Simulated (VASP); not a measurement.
## Sr: single point with PBE

Sr:

```
Sr
1.0
    -2.45113    2.45113    2.45113
     2.45113   -2.45113    2.45113
     2.45113    2.45113   -2.45113
Sr
1
Direct
  0.00000 0.00000 0.00000
```

This isn't the form of Sr at room conditions, which is fcc.

The cell isn't the ideal one: volume scaled by 1.02.

| Quantity | Value |
| --- | --- |
| Program | VASP 6.6.1 |
| Task | single point |
| Functional | PBE |
| Potentials or basis | VASP PAW PBE potentials, release 64 (Sr_sv) |
| Cutoff | 520 eV |
| k mesh | 8 × 8 × 8 |
| Occupations | fermi-dirac, width 0.05 eV |
| Spin | no spin polarisation |
| Dipole correction | no |
| Further INCAR settings | ALGO = Fast; EDIFF = 1e-06; NBANDS = 11 |

```json
{
 "Pressure": "-0.9 GPa",
 "Band gap on the k mesh": "none (metal or under the smearing width)"
}
```

Levels at points of the mesh, in eV from the Fermi level:
```tsv
k point	band 2	band 3	band 4	band 5	band 6	band 7	band 8	band 9
(0.00, 0.00, 0.00)	-18.65	-18.65	-18.65	-3.54	2.29	2.29	2.29	3.53
(0.50, 0.00, 0.00)	-18.81	-18.71	-18.65	-0.97	0.13	1.21	3.32	3.97
(0.50, 0.50, 0.50)	-18.77	-18.77	-18.77	-0.05	-0.05	3.35	3.35	3.35
```

Run time: 13 s on 1 thread of Intel(R) Xeon(R) Platinum 8259CL CPU @ 2.50GHz (Skylake/Cascade Lake), on a shared host, peak memory 0.17 GiB.
